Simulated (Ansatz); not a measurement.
Level of theory: DFT, revPBE, plane waves (420 eV) with PAW, scalar-relativistic (Ansatz 0.2.0). (PAW data from PBE, frozen cores regenerated.)

An element in the hcp structure gives this curve. The cell is scaled uniformly from the relaxed one, with fractional coordinates and shape fixed. Energies are extrapolated to zero smearing, pressures are those at the given smearing. Magnetic state: spin not included.

```
V (Å³/atom)  E − E₀ (meV/atom)  P (GPa)
     24.921               70.4     7.64
     26.054               28.7     4.51
     27.187                6.7     2.04
     28.320                0.0     0.10
     29.452                5.4    -1.44
     30.585               20.3    -2.67
     31.718               42.9    -3.65
```

(1) Which element is it?
A. lead
B. tin
C. terbium
D. thallium

## Answers

(1) B. Its fit is V₀ = 28.34 Å³/atom, B₀ = 43 GPa, B₀′ = 4.9.
